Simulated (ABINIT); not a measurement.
**Au: equation of state with PBE**

Au:

```xyz
1
Lattice="0.0000 2.0350 2.0350 2.0350 0.0000 2.0350 2.0350 2.0350 0.0000" Properties=species:S:1:pos:R:3 pbc="T T T"
Au    0.0000    0.0000    0.0000
```

```
Program             : ABINIT 10.8.3 (patched build)
Task                : equation of state
Functional          : PBE
Potentials or basis : SPMS NC PBE v1.0
Cutoff              : 490 eV
k mesh              : 11 × 11 × 11
Occupations         : fermi-dirac, width 0.05 eV
Spin                : no spin polarisation
```

```
Equilibrium volume : 17.96 Å³/atom (rough: see the caveat)
Bulk modulus       : 143 GPa (rough)
```

Energy against volume, from the lowest point:
```tsv
volume (Å³/atom)	energy (meV/atom)
15.843	147.21
16.181	99.10
16.518	62.02
16.855	34.65
17.192	15.84
17.529	4.59
17.866	0.00
```

It took 83 s on 1 thread of Arm Neoverse N1, with other jobs on the host, peak memory 0.09 GiB.

Caveat: pressures at fixed basis lie under the slope of the energies; the minimum lies outside the volumes run. The run has no spin-orbit coupling, so splittings on Au are missing.
